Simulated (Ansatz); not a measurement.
# SnO: electron density at the nuclei under pressure

```xyz
2
Lattice="0.0000 2.5590 2.5590 2.5590 0.0000 2.5590 2.5590 2.5590 0.0000" Properties=species:S:1:pos:R:3 pbc="T T T"
Sn    0.0000    0.0000    0.0000
O     2.5590    2.5590    2.5590
```

Atom numbers follow the list: Sn1, O2.

The cell was built from the rocksalt type and relaxed in the same program, and has space group Fm-3m; it needn't be a known or the stable phase.

Spin–orbit coupling is left out, though it moves levels of the heavy atoms by tenths of an eV or more.

These are results of DFT, PBE, all-electron PAW with datasets made for the crystal, scalar-relativistic in Ansatz 0.2.0, not measurements.

Settings: a Γ-centred 14×14×14 k mesh, Fermi–Dirac smearing of 0.03 eV, cutoff 280 eV (chosen by the program for this cell), no spin polarisation.

The contact density is the mean electron density over the nuclear volume; its changes set Mössbauer isomer shifts. Changes below are taken from the unscaled cell, where it is 1.23641e+06 e/Å³ at Sn1, 2163.46 e/Å³ at O2.

The datasets are made afresh for each cell, so very small changes are uncertain.

Does compression raise or lower the contact density at O2?

It raises it, by 0.54 e/Å³ over the whole range.

Tabulate the changes with volume.


```tsv
V/V(cell)	P (GPa)	Δρ(0) Sn1 (e/Å³)	Δρ(0) O2 (e/Å³)
0.9500	5.3	-2.64	0.29
1.0000	0.0	0.00	0.00
1.0500	-3.9	2.49	-0.25
```
